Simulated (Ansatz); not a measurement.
# Spin–orbit splittings in InSb

```
CELL_PARAMETERS angstrom
0.00000 3.23910 3.23910
3.23910 0.00000 3.23910
3.23910 3.23910 0.00000
ATOMIC_POSITIONS crystal
In 0.00000 0.00000 0.00000
Sb 0.75000 0.75000 0.75000
```

Atom numbers follow the list: In1, Sb2.

The cell is COD entry 9008853, as deposited and not checked against the literature; nothing was relaxed.

All numbers are computed: DFT, PBE, all-electron LAPW, scalar-relativistic (Ansatz 0.2.0); DFT, PBE, all-electron LAPW, Dirac equation with spin-orbit coupling (Ansatz 0.2.0).

Settings: a Γ-centred 10×10×10 k mesh, Fermi–Dirac smearing of 0.03 eV, basis error target 0.25 meV/atom, no spin polarisation.

Levels between -6 and 2 eV, each run counted from its own valence-band top where it has a gap, else its Fermi level. Scalar levels are listed once for both spins; with the coupling every spinor state is counted. Levels near the edges of the range can cross them.

Question: At Γ (0.000, 0.000, 0.000) the scalar-relativistic levels are -0.21, -0.03 (×3). What are they with spin–orbit coupling?

Answer: -0.75 (×2), -0.42 (×2), 0.00 (×4).

Question: At U (-0.375, -0.375, 0.250) the scalar-relativistic levels are -5.79, -3.14, -1.94, 1.60. What are they with spin–orbit coupling?

Answer: -5.96, -3.45, -3.31, -2.17, -2.15, 1.37, 1.39.

Question: At L (0.000, 0.000, 0.500) the scalar-relativistic levels are -5.64, -1.03 (×2), 0.52. What are they with spin–orbit coupling?

Answer: -5.86 (×2), -1.50 (×2), -1.03 (×2), 0.30 (×2).
